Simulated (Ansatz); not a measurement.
Wanted: the native input for an Ansatz 0.2.0 run.

* Task: elastic constants
* Functional: PBEsol
* Potentials or basis: Ansatz PAW
* Cutoff: 420 eV (not typed: the program's choice for these potentials)
* k mesh: 8 × 8 × 8
* Occupations: fermi-dirac, width 0.05 eV
* Spin: no spin polarisation
* Atoms under strain: relaxed

The system is HfN.

```
Hf N
1.0
     0.00000    2.45482    2.45482
     2.45482    0.00000    2.45482
     2.45482    2.45482    0.00000
Hf N
1 1
Direct
  0.00000 0.00000 0.00000
  0.25000 0.25000 0.25000
```

The cell comes from a database or a generator and needn't be the stable form of this composition.

The input as run:

input.yaml

```yaml
crystal:
  lattice:
    - [0.0, 2.454822, 2.454822]
    - [2.454822, 0.0, 2.454822]
    - [2.454822, 2.454822, 0.0]
  atoms:
    - { symbol: Hf, position: [0.0, 0.0, 0.0] }
    - { symbol: "N", position: [0.25, 0.25, 0.25] }
hamiltonian:
  xc: pbesol
  pseudopotentials: { kind: paw }
kpoints:
  mp_grid: { grid: [8, 8, 8] }
scf:
  occupations: { method: fermi_dirac, width: 0.05 }
output:
  forces: true
  stress: true
elastic:
  mode: relaxed_ion
  stencil: two_point
```

Potentials or basis: Ansatz PAW.

Run with:

```bash
$ ansatz run input.yaml --threads 2 --pin off --max-ram 5632MiB --backend cpu --events-out ev --progress --plain --runs-dir out
```

It gave:

- Pressure: -5.2 GPa
- Band gap on the k mesh: none (metal or under the smearing width)
- Elastic constants C11, C12, C44: 294, 125, 98 GPa
- Voigt bulk modulus: 181 GPa

Caveat: the cell is more than 3 GPa from zero pressure, which shifts response properties; elastic constants of metals need much finer meshes, so these are rough; the pressure holds a Pulay correction of +0.4 GPa for the finite cutoff; the PAW data sets come from PBE, with cores solved anew for the run's functional, which leaves a small shift of forces and pressure.

Run time: 20 s on 2 threads of Arm Neoverse V2, with other jobs on the host, peak memory 0.38 GiB.
